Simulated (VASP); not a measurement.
A run of VASP 6.6.1:

INCAR

```
PREC = Accurate ; ENCUT = 520
EDIFF = 1E-6 ; ISMEAR = -1
SIGMA = 0.05 ; LREAL = F
LASPH = T ; NELM = 60
ALGO = Fast ; ISIF = 2
LWAVE = F ; LCHARG = T
LMAXMIX = 4 ; LDAU = T
LDAUTYPE = 2 ; LDAUL = 2 -1
LDAUU = 5 0 ; LDAUJ = 0 0
LDAUPRINT = 1 ; GGA = PS
LELF = T ; LVHAR = T
```

KPOINTS

```
regular mesh
0
Gamma
  5 5 3
```

File POSCAR:

```
TaSi2
1.0
    4.7839000000      0.0000000000      0.0000000000
   -2.3919500000      4.1429789292      0.0000000000
    0.0000000000      0.0000000000      6.5700000000
Ta Si
3 6
Direct
    0.0000000000      0.5000000000      0.3333333333
    0.5000000000      0.5000000000      0.6666666667
    0.5000000000      0.0000000000      0.0000000000
    0.3179400000      0.1589700000      0.3333333333
    0.1589700000      0.8410300000      0.6666666667
    0.8410300000      0.6820600000      0.0000000000
    0.6820600000      0.8410300000      0.3333333333
    0.8410300000      0.1589700000      0.6666666667
    0.1589700000      0.3179400000      0.0000000000
```

Potentials or basis: VASP PAW PBE potentials, release 64 (Ta_pv, Si).

Run with:

```bash
$ cat potpaw_PBE.64/Ta_pv/POTCAR potpaw_PBE.64/Si/POTCAR > POTCAR
$ mpirun -np 1 vasp_std > vasp.out
```

Hardware: 1 thread of Intel(R) Xeon(R) Platinum 8488C (Sapphire Rapids) (shared host).

Question: Estimate the wall time of this run.

Answer: Run time: 100 s on 1 thread of Intel(R) Xeon(R) Platinum 8488C (Sapphire Rapids) (shared host), peak memory 0.24 GiB. Counts: scf iterations 20, k points 10.
